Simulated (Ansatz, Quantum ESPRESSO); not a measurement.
# GaAs1-xPx: cell size against composition

Does the cell follow a straight line between the end members?

Calculated with Ansatz 0.2.0, PBEsol, PAW files of the set soft_1, cutoff 600 eV, Fermi–Dirac smearing 0.02 eV, k-mesh 4×4×4, no spin polarisation, no spin-orbit coupling.

Each composition is one ordered cell of the zinc blende structure with 8 sites to fill (x is the share of P on the As sites), chosen so that its near-neighbour pairs are as close to random as the cell allows, with cell and atoms relaxed. The cell at x = 0.125: a = 7.9636 Å, b = 7.9636 Å, c = 7.9636 Å, α = 60.00°, β = 60.00°, γ = 60.00°.

```csv
atom,x,y,z
As,0.3752,0.3752,0.8748
As,0.3752,0.8748,0.3752
As,0.3752,0.8748,0.8748
As,0.8748,0.3752,0.3752
As,0.8748,0.3752,0.8748
As,0.8748,0.8748,0.3752
As,0.8750,0.8750,0.8750
Ga,0.0001,0.0001,0.0001
Ga,0.0001,0.0001,0.4996
Ga,0.0001,0.4996,0.0001
Ga,0.0072,0.4976,0.4976
Ga,0.4996,0.0001,0.0001
Ga,0.4976,0.0072,0.4976
Ga,0.4976,0.4976,0.0072
Ga,0.4976,0.4976,0.4976
P,0.3750,0.3750,0.3750
```

| x | formula | space group | volume for each atom (Å³) |
| --- | --- | --- | --- |
| 0 | GaAs | F-43m | 22.654 |
| 0.125 | Ga8As7P | F-43m | 22.320 |
| 0.25 | Ga4As3P | Amm2 | 21.989 |
| 0.5 | Ga2AsP | Ima2 | 21.342 |
| 0.625 | Ga8As3P5 | R3m | 21.029 |
| 0.75 | Ga4AsP3 | Amm2 | 20.718 |
| 0.875 | Ga8AsP7 | F-43m | 20.417 |
| 1 | GaP | F-43m | 20.112 |

**Question.** Fit the trend and give the value at x = 0.375, a row left out above.

The law is y = (1 − x) y0 + x y1 − b x(1 − x). With w = x(1 − x) and δ the distance of each inner row from the straight line, b = −Σδw/Σw².

```
    x       w       δ
0.125  0.1094  −0.016
 0.25  0.1875  −0.029
  0.5  0.2500  −0.041
0.625  0.2344  −0.036
 0.75  0.1875  −0.029
0.875  0.1094  −0.013
```

Σδw = −0.03298 and Σw² = 0.2117, so b = 0.156 Å³. At x = 0.375 the law gives 21.664 Å³. The run itself gives 21.665 Å³, so the estimate misses by 0.001 Å³; the fitted rows themselves lie up to 0.004 Å³ off the law.

At x = 0.5 the bowing term is 0.18 % of the value there, against 11.2 % between the ends, so the straight line holds well.

One small ordered cell stands for each composition, so a random alloy may differ.

The same fit over all rows at other levels or in other programs gives b = 0.127 Å³ with r2SCAN (Ansatz) and 0.158 Å³ with PBEsol (Quantum ESPRESSO, GBRV).

[Logs are printed without paths, hosts, clocks, repeated set-up lines and the standing remarks that a program may print on its own settings, such as how far it seeks lower states.]
